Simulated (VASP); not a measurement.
A run of VASP 6.6.1:

Contents of INCAR:

```
SYSTEM = K
  PREC = Accurate
  ENCUT = 600
  EDIFF = 1E-6
  ISMEAR = -1
  SIGMA = 0.05
  LREAL = .FALSE.
  LASPH = .TRUE.
  NELM = 80
  ALGO = Normal
  ISIF = 2
  LWAVE = .FALSE.
  LCHARG = .FALSE.
  LDIPOL = .TRUE.
  IDIPOL = 3
  DIPOL = 0.5 0.5 0.500
  GGA = PE
  IBRION = 2
  NSW = 60
  EDIFFG = -0.01
```

The input KPOINTS:

```
regular mesh
0
G
  5 5 1
  0 0 0
```

POSCAR

```
K
1.0
    4.7623960204      0.0000000000      0.0000000000
   -2.3811980102      4.1243559365      0.0000000000
    0.0000000000      0.0000000000     30.6599426400
K
5
Selective dynamics
Direct
    0.6666666700      0.3333333400      0.2446188529  F F F
    0.3333333300      0.6666666600      0.3723094265  F F F
    0.6666666700      0.3333333400      0.5000000000  T T T
    0.3333333300      0.6666666600      0.6276905735  T T T
    0.6666666700      0.3333333400      0.7553811471  T T T
```

Potentials or basis: VASP PAW PBE potentials, release 64 (K_sv_GW).

The run is started by

```bash
$ cat potpaw_PBE.64/K_sv_GW/POTCAR > POTCAR
$ mpirun -np 1 vasp_std > vasp.out
```

Hardware: 1 thread of Intel(R) Xeon(R) 6975P-C (Granite Rapids) (shared host).

**Question.** Estimate the wall time of this run.

**Answer.** Run time: 26 min on 1 thread of Intel(R) Xeon(R) 6975P-C (Granite Rapids), with other jobs on the host, peak memory 0.87 GiB. Counts: scf iterations 243, k points 5, ion steps 18.
